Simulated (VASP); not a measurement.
# Si (P6_3/mmc) in VASP: further runs

The runs below take Si through relaxation of cell and atoms, relaxation of shape and atoms at fixed volume, with PBEsol.

All numbers are computed with VASP 6.6.1; they aren't measurements. Logs are shortened: lines on timing, memory, paths and dates and some standing lists are left out, and cuts for length are marked.

## 1. The structure

It takes space group P6_3/mmc (No. 194, hexagonal). The conventional cell has a = 2.666 Å, b = 2.666 Å, c = 4.506 Å, α = 90.00°, β = 90.00°, γ = 120.00°. Around Si (site symmetry -6m2) lie 12 Si at 2.67 to 2.73 Å.

This isn't the form of Si at room conditions, which is diamond.

## 2. Relaxation of cell and atoms, PBEsol

File INCAR:

```
SYSTEM = Si
PREC = Accurate
ENCUT = 600
EDIFF = 1E-6
ISMEAR = 0
SIGMA = 0.03
LREAL = .FALSE.
LASPH = .TRUE.
NELM = 80
ALGO = Normal
ISIF = 3
LWAVE = .FALSE.
LCHARG = .FALSE.
GGA = PS
IBRION = 2
NSW = 90
EDIFFG = -0.01
```

File KPOINTS:

```
Automatic mesh
0
G
  12 12 6
  0 0 0
```

File POSCAR:

```
Si
1.0
    2.6655775094      0.0000000000      0.0000000000
   -1.3327887547      2.3084578389      0.0000000000
    0.0000000000      0.0000000000      4.5062692700
Si
2
Direct
    0.3333333300      0.6666666700      0.2500000000
    0.6666666700      0.3333333300      0.7500000000
```

Potentials or basis: VASP PAW PBE potentials, release 64 (Si).

Started as:

```
$ cat potpaw_PBE.64/Si/POTCAR > POTCAR
$ mpirun -np 1 vasp_std > vasp.out
```

OUTCAR:

```text
SYSTEM = Si
   PREC = Accurate
   ENCUT = 600
   EDIFF = 1E-6
   ISMEAR = 0
   LREAL = .FALSE.
   LASPH = .TRUE.
   NELM = 80
   ISIF = 3
   GGA = PS
   IBRION = 2
   NSW = 90
   EDIFFG = -0.01

 ion  position               nearest neighbor table
   1  0.333  0.667  0.250-   2 2.73   2 2.73   2 2.73   2 2.73   2 2.73   2 2.73
   2  0.667  0.333  0.750-   1 2.73   1 2.73   1 2.73   1 2.73   1 2.73   1 2.73

  LATTYP: Found a hexagonal cell.
 ALAT       =     2.6655775094
 C/A-ratio  =     1.6905414508

  Lattice vectors:

 A1 = (   2.6655775094,   0.0000000000,   0.0000000000)
 A2 = (  -1.3327887547,   2.3084578389,   0.0000000000)
 A3 = (   0.0000000000,   0.0000000000,   4.5062692700)

Analysis of symmetry for initial positions (statically):
=====================================================================
 Subroutine PRICEL returns:
 Original cell was already a primitive cell.

 Routine SETGRP: Setting up the symmetry group for a
 hexagonal supercell.

 Subroutine GETGRP returns: Found 24 space group operations
 (whereof 12 operations were pure point group operations)
 out of a pool of 24 trial point group operations.

The static configuration has the point symmetry D_3d.
 The point group associated with its full space group is D_6h.

Analysis of symmetry for dynamics (positions and initial velocities):
=====================================================================
 Subroutine PRICEL returns:
 Original cell was already a primitive cell.

 Routine SETGRP: Setting up the symmetry group for a
 hexagonal supercell.

 Subroutine GETGRP returns: Found 24 space group operations
 (whereof 12 operations were pure point group operations)
 out of a pool of 24 trial point group operations.

The dynamic configuration has the point symmetry D_3d.
 The point group associated with its full space group is D_6h.

 Subroutine INISYM returns: Found 24 space group operations
 (whereof 12 operations are pure point group operations),
 and found     1 'primitive' translations

----------------------------------------------------------------------------------------

                                     Primitive cell

  volume of cell :      27.7288

  direct lattice vectors                    reciprocal lattice vectors
     2.665577509  0.000000000  0.000000000     0.375153225  0.216594816  0.000000000
    -1.332788755  2.308457839  0.000000000     0.000000000  0.433189631  0.000000000
[... 103 lines left out ...]
   IMIX   =      4    mixing-type and parameters
     AMIX     =   0.40;   BMIX     =  1.00
     AMIX_MAG =   1.60;   BMIX_MAG =  1.00
  volume/ion in A,a.u.               =      13.86        93.56
  Fermi-wavevector in a.u.,A,eV,Ry     =   1.081753  2.044216 15.921389  1.170189
  Thomas-Fermi vector in A             =   2.217777
   LORBIT       =      0    0 simple, 1 ext, 2 COOP (PROOUT), +10 PAW based schemes
   GGA     = PS    functional components
   LHFCALC =     F    Hartree Fock is set to
   AEXX    =    0.0000 exact exchange contribution
   IVDW    =     0    specifies the selected vdW correction
   LEPSILON=     F    determine dielectric tensor
   LRPA    =     F    only Hartree local field effects (RPA)
 conjugate gradient relaxation of ions
 non-spin polarized calculation
 Gauss-broadening in eV      SIGMA  =   0.03
  energy-cutoff  :      600.00
  volume of cell :       27.73
 maximum number of plane-waves:       942
 NGX is ok and might be reduce to    24
   NGX = 11   NGY = 11   NGZ = 19

--------------------------------------- Ionic step        1  -------------------------------------------

 number of electron       8.0000001 magnetization

 Free energy of the ion-electron system (eV)
  ---------------------------------------------------
  ext. energy  EPLUGINS =         0.00000000
  ---------------------------------------------------
  free energy    TOTEN  =       -10.75250680 eV

  energy without entropy =      -10.75242776  energy(sigma->0) =      -10.75246728

------------------------ aborting loop because EDIFF is reached ----------------------------------------

  FORCE on cell =-STRESS in cart. coord.  units (eV):
  Direction    XX          YY          ZZ          XY          YZ          ZX
  --------------------------------------------------------------------------------------
  -------------------------------------------------------------------------------------
  Total        0.2345720      0.2345720     -0.1503709      0.0000000     -0.0000000      0.0000000
  in kB       13.5536548     13.5536548     -8.6884825      0.0000000     -0.0000000      0.0000000
  external PRESSURE =       6.1396090 kB  Pullay stress =       0.0000000 kB
[... 131 lines left out ...]
--------------------------------------- Ionic step        5  -------------------------------------------

 number of electron       8.0000000 magnetization

 Free energy of the ion-electron system (eV)
  ---------------------------------------------------
  ext. energy  EPLUGINS =         0.00000000
  ---------------------------------------------------
  free energy    TOTEN  =       -10.75355979 eV

  energy without entropy =      -10.75352055  energy(sigma->0) =      -10.75354017

 E-fermi :  10.6186     XC(G=0): -11.3921

 val. band max:       10.5240582542   @ k =   0.2500   0.0000   0.0000
 cond. band min:      10.6186245931   @ k =   0.3333   0.3333   0.0000
 fundamental gap:      0.0945663389
 Fermi energy:        10.6186184103

 k-point     1 :       0.0000    0.0000    0.0000
  band No.  band energies     occupation
      1      -4.1897      2.00000
      2       2.4755      2.00000
      3       3.2773      2.00000
      4      19.5137      0.00000
      5      19.5137      0.00000
      6      20.8156      0.00000
      7      20.8156      0.00000
      8      21.5566      0.00000
[... 243 lines left out ...]
 k-point    24 :       0.3333    0.0000    0.1667
  band No.  band energies     occupation
      1      -1.0095      2.00000
      2       3.6279      2.00000
      3       7.6836      2.00000
      4       8.2425      2.00000
      5      12.2317      0.00000
      6      15.0983      0.00000
      7      16.4677      0.00000
      8      17.2602      0.00000

 [... further k-points ...]

------------------------ aborting loop because EDIFF is reached ----------------------------------------

  FORCE on cell =-STRESS in cart. coord.  units (eV):
  Direction    XX          YY          ZZ          XY          YZ          ZX
  --------------------------------------------------------------------------------------
  -------------------------------------------------------------------------------------
  Total       -0.0012743     -0.0012743     -0.0169969      0.0000000     -0.0000000     -0.0000000
  in kB       -0.0731581     -0.0731581     -0.9757654      0.0000000     -0.0000000     -0.0000000
  external PRESSURE =      -0.3740272 kB  Pullay stress =       0.0000000 kB
[... 17 lines left out ...]
  FREE ENERGIE OF THE ION-ELECTRON SYSTEM (eV)
  ---------------------------------------------------
  free  energy   TOTEN  =       -10.7535597870 eV

  energy  without entropy=      -10.7535205456  energy(sigma->0) =      -10.75354017

 reached required accuracy - stopping structural energy minimisation
```

OSZICAR:

```text
N       E                     dE             d eps       ncg     rms          rms(c)
DAV:   1     0.594448024293E+01    0.59445E+01   -0.38845E+03  1216   0.948E+02
DAV:   2    -0.105688897165E+02   -0.16513E+02   -0.15934E+02  1848   0.832E+01
DAV:   3    -0.108053535117E+02   -0.23646E+00   -0.21652E+00  1672   0.113E+01
[... 24 lines left out ...]
       N       E                     dE             d eps       ncg     rms          rms(c)
DAV:   1    -0.107535746834E+02   -0.32337E-04   -0.81663E-04  1536   0.167E-01    0.264E-02
DAV:   2    -0.107535652984E+02    0.93850E-05   -0.79368E-06  1336   0.227E-02    0.146E-02
DAV:   3    -0.107535598295E+02    0.54689E-05   -0.68169E-06  1488   0.155E-02    0.378E-03
DAV:   4    -0.107535597870E+02    0.42514E-07   -0.25911E-08   656   0.161E-03
   5 F= -.10753560E+02 E0= -.10753540E+02  d E =-.174989E-04
```

CONTCAR:

```text
Si
   1.00000000000000
     2.6759249813168609   -0.0000000000000000    0.0000000000000000
    -1.3379624906584304    2.3174190124449843    0.0000000000000000
    -0.0000000000000000   -0.0000000000000000    4.5004473760304604
  Si
     2
Direct
     0.3333333300000021    0.6666666699999979    0.2500000000000000
     0.6666666699999979    0.3333333300000021    0.7500000000000000

  0.00000000E+00  0.00000000E+00  0.00000000E+00
  0.00000000E+00  0.00000000E+00  0.00000000E+00
```

It took 12 s on 1 thread of Intel Xeon 6975P-C (Granite Rapids), shared host; peak memory 0.15 GiB.

What came out:

```yaml
Free_energy: -10.7536 eV
Relaxed_volume: 13.95 Å³/atom
Relaxed_cell: a = 2.676 Å, b = 2.676 Å, c = 4.500 Å, α = 90.00°, β = 90.00°, γ = 120.00°
Space_group_after_relaxing_to_0.05_Å: P6_3/mmc (No. 194)
Energy_gained_by_relaxing: 0.5 meV/atom
Ionic_steps: 5
Pressure_after_relaxing: 0.0 GPa
Band_gap_on_the_k_mesh: none (metal or under the smearing width)
```

Stress tensor (GPa, compression positive):
```
-0.01  0.00  0.00
 0.00 -0.01  0.00
 0.00  0.00 -0.10
```

Step by step:
```tsv
step	energy change (eV)	largest force (eV/Å)	pressure (GPa)	volume (Å³)
1	0.0000	0.0000	0.61	27.73
2	-0.0006	0.0000	-0.14	27.94
3	-0.0010	0.0000	0.13	27.86
4	-0.0010	0.0000	0.14	27.86
5	-0.0011	0.0000	-0.04	27.91
```

Final structure:
```
Si
1.0
     2.67592    0.00000    0.00000
    -1.33796    2.31742    0.00000
     0.00000    0.00000    4.50045
Si
2
Direct
  0.33333 0.66667 0.25000
  0.66667 0.33333 0.75000
```

Caveat: the PAW data sets were made with another functional, which shifts forces and pressure a little.

## 3. Relaxation of cell and atoms, PBEsol

This run uses another cell than the first one, of 13.95 Å³/atom, 1.006 times its volume.

Changes to INCAR since step 2:

```diff
@@ -3,3 +3,3 @@
 ENCUT = 600
-EDIFF = 1E-6
+EDIFF = 1E-7
 ISMEAR = 0
@@ -16,2 +16,2 @@
 NSW = 90
-EDIFFG = -0.01
+EDIFFG = -0.005
```

KPOINTS is that of step 2.

File POSCAR:

```
Si                                      
1.0
    2.6759249813     -0.0000000000      0.0000000000
   -1.3379624907      2.3174190124      0.0000000000
   -0.0000000000     -0.0000000000      4.5004473760
  Si            
     2
Direct
     0.3333333300000021    0.6666666699999979    0.2500000000000000
     0.6666666699999979    0.3333333300000021    0.7500000000000000
```

Potentials or basis: VASP PAW PBE potentials, release 64 (Si).

Started as:

```
$ cat potpaw_PBE.64/Si/POTCAR > POTCAR
$ mpirun -np 1 vasp_std > vasp.out
```

It took 9.4 s on 1 thread of Intel Xeon 6975P-C (Granite Rapids), shared host; peak memory 0.15 GiB.

Results (log left out):

```yaml
Free_energy: -10.7536 eV
Relaxed_volume: 13.95 Å³/atom
Relaxed_cell: a = 2.676 Å, b = 2.676 Å, c = 4.499 Å, α = 90.00°, β = 90.00°, γ = 120.00°
Space_group_after_relaxing_to_0.05_Å: P6_3/mmc (No. 194)
Energy_gained_by_relaxing: 0.0 meV/atom
Ionic_steps: 3
Pressure_after_relaxing: 0.0 GPa
Band_gap_on_the_k_mesh: none (metal or under the smearing width)
```

Final structure:
```
Si
1.0
     2.67586    0.00000    0.00000
    -1.33793    2.31736    0.00000
     0.00000    0.00000    4.49935
Si
2
Direct
  0.33333 0.66667 0.25000
  0.66667 0.33333 0.75000
```

Levels at points of the mesh, in eV from the Fermi level:
```csv
k point,band 1,band 2,band 3,band 4,band 5,band 6,band 7,band 8
"(0.00, 0.00, 0.00)",-14.81,-8.14,-7.34,8.89,8.89,10.19,10.19,10.95
"(0.50, 0.00, 0.00)",-8.43,-7.86,-1.85,-1.68,-1.42,-0.12,3.65,5.84
"(0.00, 0.00, 0.50)",-13.03,-13.03,0.73,0.73,10.27,10.27,10.27,10.27
"(0.50, 0.00, 0.50)",-6.71,-6.71,-6.11,-6.11,5.20,5.20,5.89,5.89
```

Caveat: the PAW data sets were made with another functional, which shifts forces and pressure a little.

## 4. Relaxation of shape and atoms at fixed volume, PBEsol (a relaxed cell with its volume scaled by 0.94)

Changes to INCAR since step 3:

```diff
@@ -10,3 +10,3 @@
 ALGO = Normal
-ISIF = 3
+ISIF = 4
 LWAVE = .FALSE.
@@ -15,3 +15,3 @@
 IBRION = 2
-NSW = 90
-EDIFFG = -0.005
+NSW = 40
+EDIFFG = -0.01
```

KPOINTS is that of step 3.

File POSCAR:

```
Si                                      
1.0
    2.6212332214      0.0000000000      0.0000000000
   -1.3106166107      2.2700545589     -0.0000000000
    0.0000000000      0.0000000000      4.4074973660
  Si            
     2
Direct
     0.3333333300000021    0.6666666699999979    0.2500000000000000
     0.6666666699999979    0.3333333300000021    0.7500000000000000
```

Started as:

```
$ cat potpaw_PBE.64/Si/POTCAR > POTCAR
$ mpirun -np 1 vasp_std > vasp.out
```

It took 9.2 s on 1 thread of Intel Xeon 6975P-C (Granite Rapids), shared host; peak memory 0.15 GiB.

It converged, with:

| Quantity | Value |
| --- | --- |
| Free energy | -10.7174 eV |
| Energy gained by relaxing | 0.0 meV/atom |
| Ionic steps | 3 |
| Pressure after relaxing | 7.3 GPa |
| Band gap on the k mesh | none (metal or under the smearing width) |

Final structure:
```
Si
1.0
     2.62073    0.00000    0.00000
    -1.31036    2.26962    0.00000
     0.00000    0.00000    4.40920
Si
2
Direct
  0.33333 0.66667 0.25000
  0.66667 0.33333 0.75000
```

Levels at points of the mesh, in eV from the Fermi level:
```csv
k point,band 1,band 2,band 3,band 4,band 5,band 6,band 7,band 8
"(0.00, 0.00, 0.00)",-15.38,-8.32,-7.74,9.46,9.46,10.61,10.61,11.35
"(0.50, 0.00, 0.00)",-8.68,-8.20,-1.83,-1.79,-1.23,-0.29,3.91,6.08
"(0.00, 0.00, 0.50)",-13.52,-13.52,0.77,0.77,10.95,10.95,10.95,10.95
"(0.50, 0.00, 0.50)",-6.96,-6.96,-6.31,-6.31,5.51,5.51,6.30,6.30
```

Caveat: the PAW data sets were made with another functional, which shifts forces and pressure a little.

## 5. Relaxation of shape and atoms at fixed volume, PBEsol (a relaxed cell with its volume scaled by 0.96)

INCAR is that of step 4.

KPOINTS is that of step 4.

File POSCAR:

```
Si                                      
1.0
    2.6396932185      0.0000000000      0.0000000000
   -1.3198466093      2.2860413854     -0.0000000000
    0.0000000000      0.0000000000      4.4385371025
  Si            
     2
Direct
     0.3333333300000021    0.6666666699999979    0.2500000000000000
     0.6666666699999979    0.3333333300000021    0.7500000000000000
```

Started as:

```
$ cat potpaw_PBE.64/Si/POTCAR > POTCAR
$ mpirun -np 1 vasp_std > vasp.out
```

Run time: 5.5 s. Hardware: 1 thread of Intel Xeon 6975P-C (Granite Rapids), shared host; peak memory 0.15 GiB.

Results (log left out):

```yaml
Free_energy: -10.7381 eV
Pressure_after_relaxing: 4.6 GPa
Band_gap_on_the_k_mesh: none (metal or under the smearing width)
```

Stress tensor (GPa, compression positive):
```
4.55 0.00 0.00
0.00 4.55 0.00
0.00 0.00 4.72
```

Final structure:
```yaml
crystal:
  lattice:
    - [2.63969, 0.00000, 0.00000]
    - [-1.31985, 2.28604, 0.00000]
    - [0.00000, 0.00000, 4.43854]
  atoms:
    - { symbol: Si, position: [0.33333, 0.66667, 0.25000] }
    - { symbol: Si, position: [0.66667, 0.33333, 0.75000] }
```

Levels at points of the mesh, in eV from the Fermi level:
```tsv
k point	band 2	band 3	band 4	band 5	band 6	band 7
(0.00, 0.00, 0.00)	-8.26	-7.60	9.26	9.26	10.46	10.46
(0.50, 0.00, 0.00)	-8.09	-1.84	-1.75	-1.29	-0.23	3.81
(0.00, 0.00, 0.50)	-13.35	0.76	0.76	10.71	10.71	10.71
(0.50, 0.00, 0.50)	-6.87	-6.25	-6.25	5.40	5.40	6.17
```

Caveat: the relaxation stopped at its first step, so nothing moved; the PAW data sets were made with another functional, which shifts forces and pressure a little.

## 6. The runs side by side

```csv
task,cell,gap on the mesh (eV),pressure (GPa)
relaxation of cell and atoms,relaxed,none,0.0
relaxation of shape and atoms at fixed volume,atoms relaxed at fixed volume from: a relaxed cell with its volume scaled by 0.94,none,7.3
relaxation of shape and atoms at fixed volume,atoms relaxed at fixed volume from: a relaxed cell with its volume scaled by 0.96,none,4.6
```

Alike in all rows: level PBEsol; potentials or basis VASP PAW PBE potentials, release 64 (Si); no spin polarisation; k mesh 12 × 12 × 6; cutoff (eV) 600; smearing gaussian 0.03 eV.

Caveats: the PAW data sets were made with another functional, which shifts forces and pressure a little; the relaxation stopped at its first step, so nothing moved (some runs).

Absolute energies hang on the potentials; compare differences alone.
